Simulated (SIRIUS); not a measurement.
CdS (Greenockite): equation of state with PBEsol

CdS (Greenockite):

```
Cd S
1.0
     4.15000    0.00000    0.00000
    -2.07500    3.59401    0.00000
     0.00000    0.00000    6.73700
Cd S
2 2
Direct
  0.66667 0.33333 0.50000
  0.33333 0.66667 0.00000
  0.66667 0.33333 0.87500
  0.33333 0.66667 0.37500
```

```json
{"Program": "SIRIUS 7.12.0", "Task": "equation of state", "Functional": "PBEsol", "Potentials or basis": "PseudoDojo 0.4.1 PBEsol standard (scalar relativistic)", "Cutoff": "1388 eV", "Density cutoff": "5552 eV", "k mesh": "7 × 7 × 4", "Occupations": "fermi-dirac, width 0.05 eV", "Spin": "no spin polarisation"}
```

| Item | Value |
| --- | --- |
| Equilibrium volume | 24.73 Å³/atom |
| Bulk modulus at fixed shape and positions | 61 GPa |
| Pressure derivative of the bulk modulus | 4.6 |

Energy against volume, from the lowest point:
| volume (Å³/atom) | energy (meV/atom) |
| --- | --- |
| 23.614 | 10.34 |
| 24.116 | 2.93 |
| 24.618 | 0.00 |
| 25.121 | 1.07 |
| 25.623 | 5.72 |
| 26.126 | 13.55 |
| 26.628 | 24.22 |

All runs of the series together: 14 min on 4 threads of Intel(R) Xeon(R) Platinum 8375C CPU @ 2.90GHz (Ice Lake), on a shared host.

Caveat: the cell was scaled at fixed shape and fractional positions, which overstates the stiffness of a crystal with free parameters, most of all of layers and chains.
